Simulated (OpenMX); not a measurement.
BaTiO3:

```
Ba Ti O
1.0
     3.99980    0.00000    0.00000
     0.00000    3.99980    0.00000
     0.00000    0.00000    4.01800
Ba Ti O
1 1 3
Direct
  0.00000 0.00000 0.00000
  0.50000 0.50000 0.49000
  0.00000 0.50000 0.51700
  0.50000 0.00000 0.51700
  0.50000 0.50000 0.01900
```

Base run:

- Program: OpenMX 3.8.5
- Functional: PBE
- Potentials or basis: OpenMX 2013 PBE set, Ba10.0-s3p2d2f1, Ti7.0-s3p2d2f1, O6.0-s3p2d2, grid cutoff 400 Ry
- k mesh: 7 × 7 × 7
- Occupations: fermi-dirac, width 0.05 eV
- Spin: no spin polarisation

Its results: band gap on the k mesh 1.75 eV, indirect (least direct gap 2.00 eV); pressure 2.8 GPa; largest force 0.168 eV/Å.

Q: The run is repeated on the same cell with these changes: potentials or basis from OpenMX 2013 PBE set, Ba10.0-s3p2d2f1, Ti7.0-s3p2d2f1, O6.0-s3p2d2, grid cutoff 400 Ry to OpenMX 2013 PBE set, Ba10.0-s3p2d2, Ti7.0-s3p2d2, O6.0-s2p2d1, grid cutoff 400 Ry; k mesh from 7 × 7 × 7 to 5 × 5 × 5. What comes out?

A: Band gap on the k mesh 1.55 eV, indirect (least direct gap 1.77 eV); pressure 3.9 GPa; largest force 0.447 eV/Å.

Caveats: spin-orbit coupling is left out, which moves the levels of the heavy elements; the mesh misses the band edges, which the band path finds closer together; the basis of atomic orbitals isn't converged, which shifts pressures, moduli and gaps.
